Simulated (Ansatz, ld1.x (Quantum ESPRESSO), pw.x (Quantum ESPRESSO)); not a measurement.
Cu (bcc): variants of one ultrasoft potential in the solid

copper, ultrasoft, made with ld1.x (Quantum ESPRESSO) 7.5 (PBE, scalar-relativistic). Core [Ar], reference 3d10 4s1 4p0. Waves: 4s (bound): rcut 2.15, rcutus 2.55 bohr; 4s channel at 0.45 Ry: rcut 2.15, rcutus 2.55 bohr; 4p (bound, empty): rcut 1.80, rcutus 2.50 bohr; 4p channel at 1.4 Ry: rcut 1.80, rcutus 2.50 bohr; 3d (bound): rcut 1.20, rcutus 1.60 bohr; 3d channel at 0.25 Ry: rcut 1.20, rcutus 1.60 bohr. Local part: all-electron potential smoothed inside 1.55 bohr (lloc = -1). Core correction: a·sin(br)/r model core inside 1.20 bohr. Augmentation charge: PSQ, inside the norm-conserving radii.

Crystal test: bcc Cu in pw.x 7.5, no spin, 16³ k-points, Fermi–Dirac smearing 0.01 Ry, cutoffs set for each file from its atomic test. The reference is all-electron LAPW (Ansatz 0.2.0) with the same functional, mesh and smearing; V0 and B0 come from Birch–Murnaghan fits to the pressures at five volumes. Errors are pseudo minus all-electron; Δ is the rms difference of the E(V) curves that follow from these fits, minima aligned, over ±6 % about the mean V0. Mesh and smearing are coarse, so the numbers serve the comparison and aren't converged zero-temperature values; the lattice is a test structure that the element need not adopt.

All-electron: a0 = 2.885 Å (V0 = 12.01 Å³/atom), B0 = 138.4 GPa.

Base: The largest radius (2.55 bohr) exceeds half the bond length (2.36 bohr), so the spheres overlap, which is one possible source of error among others. This is a poor potential for the solid. Atomic configuration tests: 2 of 7 tests not solved or not reliable.

1 further variants are left out: they gave no file fit for a test, a broken result, the same result as the base, or pressures whose basis-set error rivals the error shown.

A dash in a converged row means that the minimum lies outside the volumes sampled.

```csv
change,cutoffs (Ry),pw.x,a0 (Å),a0 error (%),B0 error (%),Δ (meV/atom),mean pressure error (GPa)
base,85/680,converged,2.862,-0.82,+13.2,8.8,-3.14
"waves 4s (bound): rcut 2.15, rcutus 2.92 bohr; 4s channel at 0.45 Ry: rcut 2.15, rcutus 2.92 bohr",85/680,converged,2.864,-0.76,+12.1,8.0,-2.87
local potential all-electron potential smoothed inside 1.35 bohr (lloc = -2),85/680,converged,2.862,-0.80,+12.1,8.5,-3.06
"augmentation built from norm-conserving waves at rcut, not smoothed further",85/680,converged,2.865,-0.71,+7.0,7.3,-2.50
local potential all-electron potential smoothed inside 1.28 bohr (lloc = -1),85/680,converged; bound ghost,–,–,–,–,-27.99
```
